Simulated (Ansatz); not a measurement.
Ir: the change of phonon heat capacity and phonon entropy with temperature

Harmonic vibrational free energy, entropy and heat capacity at constant volume, per atom, from the force constants of a q mesh, imaginary modes left out; plane waves with PAW datasets, Gamma-centred k mesh. The results are calculated, by Ansatz 0.2.0.

Structure of every row (space group Fm-3m, No. 225):
```
CELL_PARAMETERS angstrom
0.00000 1.94930 1.94930
1.94930 0.00000 1.94930
1.94930 1.94930 0.00000
ATOMIC_POSITIONS crystal
Ir 0.00000 0.00000 0.00000
```

Settings of every row: functional PBE; dispersion none; spin none; wave cutoff 420 eV; k mesh 20x20x20; occupations fermi dirac; smearing width 0.15 eV; volume over rest 1.02; phonon method linear response; q mesh 2x2x2.

Limits: coarse q mesh; metal sensitive to the k mesh; no spin-orbit coupling, which can matter with elements this heavy.

```csv
row,temperature (K),phonon heat capacity (kB/atom),phonon entropy (kB/atom),phonon free energy (meV/atom)
1,200,2.794,3.507,-5.1
2,300,2.906,4.666,-40.6
3,400,2.947,5.508,-84.6
4,500,2.966,6.168,-135
5,600,?,?,?
6,700,2.982,7.169,-250.4
7,800,2.986,7.567,-314
8,900,2.989,7.919,-380.7
9,1000,2.991,8.234,-450.3
```

Question: what phonon heat capacity and phonon entropy should row 5 give?

Worked fit of phonon heat capacity. At high temperature a harmonic heat capacity falls short of its limit by a term in 1/T², so take t = (100 K / T)². The shown rows have t = 0.25, 0.11111, 0.0625, 0.04, 0.02041, 0.01562, 0.01235, 0.01. Least squares give phonon heat capacity = 2.9995 − 0.8519 × t + 0.119 × t² kB/atom; a straight line predicts inner rows, each left out in turn, worse (root mean square 0.00077 against 0.00046 kB/atom). All shown rows lie on it to the printed digit. The constant, 2.9995 kB/atom, is to be held against the harmonic limit of 3 k_B an atom. The withheld row has t = 0.02778, so the fit gives 2.9995 − 0.8519 × (0.02778) + 0.119 × (0.02778)² = 2.976 kB/atom.

The calculation gave 2.976 kB/atom. The fit meets it to the printed digit.

Worked fit of phonon entropy. Entropy rises as the heat capacity times the change of ln T, so take t = ln(T / 300 K). The shown rows have t = -0.4055, 0, 0.2877, 0.5108, 0.8473, 0.9808, 1.0986, 1.204. Least squares give phonon entropy = 4.6712 + 2.89931 × t + 0.0521 × t² kB/atom; a straight line predicts inner rows, each left out in turn, worse (root mean square 0.013 against 0.0041 kB/atom). The rows lie off it by 0.003, -0.005, -0.002, 0.002, 0.004, 0.002, 0.000, -0.003 (root mean square 0.003 kB/atom), a smooth pattern that one more power would take up: the form is only approximate. The slope at t = 0, 2.9 kB/atom, estimates the heat capacity at 300 K. The withheld row has t = 0.6931, so the fit gives 4.6712 + 2.89931 × (0.6931) + 0.0521 × (0.6931)² = 6.706 kB/atom.

The calculation gave 6.71 kB/atom. The fit lies 0.004 kB/atom (0.085 % of the column's range) below it; its largest miss of a shown row is 0.005 kB/atom.

The other values of row 5: phonon free energy -190.6 meV/atom.
